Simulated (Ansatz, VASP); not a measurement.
Os in VASP and in Ansatz

```
Os
1.0
     0.00000    1.84775    1.99362
     1.84775    0.00000    1.99362
     1.84775    1.84775    0.00000
Os
1
Cartesian
  0.0000 0.0000 0.0000
```

Change from the starting cell: strain -0.050 along x and y, +0.025 along z, atoms carried along.

Alike in both runs: task single point; functional PBEsol; k mesh 20 × 20 × 20; occupations gaussian, width 0.15 eV; no spin polarisation.

|  | VASP | Ansatz |
| --- | --- | --- |
| version | VASP 6.6.1 | Ansatz 0.2.0 |
| potentials or method | VASP PAW PBE potentials, release 64 (Os) | scalar-relativistic, plane waves, PAW |
| plane-wave cutoff (eV) | 520 | 420 |
| valence electrons in the cell | 8 | 16 |

|  | VASP | Ansatz | Ansatz less VASP |
| --- | --- | --- | --- |
| gap on the k mesh at the Fermi level (eV) | none | none | - |
| pressure (GPa) | 13.0 | 12.1 | -0.91 |
| largest component of the traceless stress (GPa) | 21.41 | 21.49 | +0.076 |

A gap of «none» marks a metal or a gap that the smearing closes. The two sets of potentials don't hold the same shells in valence.

Caveats: the PAW data sets were made with another functional, which shifts forces and pressure a little (VASP). The runs have no spin-orbit coupling, so splittings on Os are missing.
